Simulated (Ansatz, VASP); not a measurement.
BAs: VASP beside Ansatz

```
As B
1.0
     0.00000    2.38850    2.38850
     2.38850    0.00000    2.38850
     2.38850    2.38850    0.00000
As B
1 1
Cartesian
  3.5827 3.5827 3.5827
  0.0000 0.0000 0.0000
```

Alike in both runs: task single point; functional HSE(alpha, omega); k mesh 5 × 5 × 5; occupations fermi-dirac, width 0.05 eV; no spin polarisation.

|  | VASP | Ansatz |
| --- | --- | --- |
| version | VASP 6.6.1 | Ansatz 0.2.0 |
| potentials or method | VASP PAW PBE potentials, release 64 (As, B) | Ansatz PAW |
| plane-wave cutoff (eV) | 520 | 420 |
| valence electrons in the cell | 8 | 18 |

```csv
,VASP,Ansatz,Ansatz less VASP
gap on the k mesh at the Fermi level (eV),1.87,1.86,-0.008
least direct gap on the mesh (eV),4.14,4.14,+0.004
pressure (GPa),-0.5,-0.3,+0.11
```

The two sets of potentials don't hold the same shells in valence.

Caveats: the k mesh is coarse (spacing up to 0.46 Å⁻¹), so the values aren't converged, least of all with exact exchange; the PAW data sets were made with another functional, which shifts forces and pressure a little (VASP); an odd mesh through Γ misses points on the zone boundary, where band edges often lie (VASP); odd divisions of the mesh miss points on the zone boundary, where band edges often lie, so the gap on the mesh can be too wide (Ansatz); the PAW data sets come from PBE, with cores solved anew for the run's functional, which leaves a small shift of forces and pressure (Ansatz); the thresholds are loose for stress (Ansatz).
